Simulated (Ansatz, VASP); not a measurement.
One calculation of InSb3, two programs

```xyz
4
Lattice="4.8064 0.0000 0.0000 0.0000 4.8064 0.0000 0.0000 0.0000 4.8064" Properties=species:S:1:pos:R:3 pbc="T T T"
Sb    2.4032    2.4032    0.0000
Sb    0.0000    2.4032    2.4032
Sb    2.4032    0.0000    2.4032
In    0.0000    0.0000    0.0000
```

The cell comes from a database or a generator and needn't be the stable form of this composition.

Alike in both runs: functional PBEsol; k mesh 5 × 5 × 5; occupations fermi-dirac, width 0.05 eV; no spin polarisation.

|  | VASP | Ansatz |
| --- | --- | --- |
| version | VASP 6.6.1 | Ansatz 0.2.0 |
| potentials or method | VASP PAW PBE potentials, release 64 (Sb, In_d) | Ansatz PAW |
| plane-wave cutoff (eV) | 520 | 420 |
| valence electrons in the cell | 28 | 58 |
| task | single point | band structure |

|  | VASP | Ansatz | Ansatz less VASP |
| --- | --- | --- | --- |
| gap on the k mesh at the Fermi level (eV) | none | none | - |
| pressure (GPa) | -2.5 | -2.5 | +0.01 |

A gap of «none» marks a metal or a gap that the smearing closes. The functional is the same, so the differences come from potentials, cutoffs and numerics. The two sets of potentials don't hold the same shells in valence.

Caveats: the PAW data sets were made with another functional, which shifts forces and pressure a little (VASP); spin-orbit coupling is left out, which moves the levels of the heavy elements (Ansatz); the PAW data sets come from PBE, with cores solved anew for the run's functional, which leaves a small shift of forces and pressure (Ansatz). The runs have no spin-orbit coupling, so splittings on Sb are missing.
